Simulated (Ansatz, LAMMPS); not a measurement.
# Static equation of state of amorphous TiO2 at 3.19 g/cm^3 (84 atoms)

Density of this cell: 3.06 g/cm³. The cell holds 84 atoms: 28 Ti and 56 O. Its edges and angles: a = 10.427 Å, b = 11.177 Å, c = 10.404 Å, α = 90.6°, β = 92.0°, γ = 90.7°. The starting structure: 84 atoms (28 Ti, 56 O) placed at random at 3.19 g/cm³, melted at 5000 K for 10 ps at fixed volume with the Morse and Coulomb pair potential with partial charges (Pedone, Malavasi, Menziani, Cormack and Segre, J. Phys. Chem. B 110, 11780 (2006)). Quenched from 5000 K to 300 K at 50 K/ps and fixed volume, held 5 ps, then minimised at fixed cell.

Calculated with Ansatz 0.2.0: Kohn-Sham DFT, PBE, PAW (set soft_2), plane waves; cutoff 420 eV, Γ point, fixed occupations. Cell and atoms were relaxed first, to V0 = 14.424 Å³ an atom at a residual P0 = -0.030 GPa. The cell was then scaled evenly, and the atoms were relaxed at each volume.

```
volume (Å³/atom)  pressure (GPa)
          12.981           5.005
          13.558               ?
          13.991           1.486
          14.857          -1.345
          15.289          -1.869
```

**Question.** Fit the third-order Birch–Murnaghan equation to the rows given and interpolate to the withheld row.

Worked fit:

Take the Eulerian strain f = ½[(V0/V)^(2/3) − 1] and the normalised pressure F = (P − P0) / [3f(1 + 2f)^(5/2)]. The third-order Birch–Murnaghan equation is then the line F = B0 + (3/2)B0(B′ − 4) f, so u = f and v = F.

```
      u = f  v = F (GPa)
  0.0363828      38.6965
  0.0102567      46.8212
-0.00975646      47.2123
 -0.0190506      35.4652
```

With n = 4: mean u = 0.00445810, mean v = 42.0488, Σ(u − ū)² = 0.0018075, Σ(u − ū)(v − v̄) = 0.0020273. Slope b = 0.0020273 / 0.0018075 = 1.1216; intercept a = v̄ − b ū = 42.044.

So B0 = a = 42.0 GPa and B′ = 4 + 2b/(3a) = 4.02. At the withheld volume f = 0.02106, F = a + b f = 42.07 GPa, and P = P0 + 3f(1 + 2f)^(5/2) F.

Prediction at 13.558: 2.916 GPa. The run gave 2.650 GPa, so the fit is high by 0.27 GPa (10 % of the value).

The series isn't one smooth equation of state: even a line fitted to all rows, the withheld one included, misses F by up to 18.2 %, the count of bonds changes along the series and an atom moves over 0.5 Å in some relaxation. B0 and B′ are then only the numbers of this fit, not moduli of the material. Among the rows given, the largest miss of the fit is at 12.981, by 0.44 GPa (6.4 % of the range of the table).

Limits: Static cells at zero temperature; the cell shape is held. The program notes that the SCF threshold of these relaxations is loose for the stress. The quench rate of 50 K/ps is many orders above laboratory rates, so the cell is likely richer in defects and strain than a real sample. The network of bonds at the start is that of the classical potential that made the cell, and needn't be the one that DFT or experiment would give. Only the Γ point is sampled, in a cell whose shortest periodic width is 10 Å.

[Logs are printed without paths, hosts, clocks, repeated set-up lines and the standing remarks that a program may print on its own settings, such as how far it seeks lower states.]

[Hosts, paths, dates, database ids (printed as entryN), source tags and the programs' standing remarks are cut or masked in the printed files.]
